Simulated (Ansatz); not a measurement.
The system is KMgF3.

```
K Mg F
1.0
     3.98590    0.00000    0.00000
     0.00000    3.98590    0.00000
     0.00000    0.00000    3.98590
K Mg F
1 1 3
Direct
  0.50000 0.50000 0.50000
  0.00000 0.00000 0.00000
  0.00000 0.00000 0.50000
  0.00000 0.50000 0.00000
  0.50000 0.00000 0.00000
```

Base run:

```yaml
Program: Ansatz 0.2.0
Functional: r2SCAN
Potentials_or_basis: Ansatz PAW
Cutoff: 500 eV
Density_cutoff: 2000 eV
k_mesh: 7 × 7 × 7
Occupations: fermi-dirac, width 0.05 eV
Spin: no spin polarisation
```

Its results: band gap on the k mesh 8.30 eV, indirect (least direct gap 8.58 eV); pressure -0.3 GPa.

Task: The run is repeated on the same cell with these changes: functional from r2SCAN to LDA; cutoff from 500 eV to 420 eV; density cutoff from 2000 eV to 1680 eV. What comes out?

Result: Band gap on the k mesh 7.02 eV, indirect (least direct gap 7.31 eV); pressure -4.5 GPa.

r2SCAN gives the wider gap, since meta-GGAs in the generalised Kohn-Sham scheme recover part of the derivative discontinuity.

Caveats: the PAW data sets come from PBE, with cores solved anew for the run's functional, which leaves a small shift of forces and pressure.

A k mesh can miss the band edges.

Not every run made on this cell is shown here.
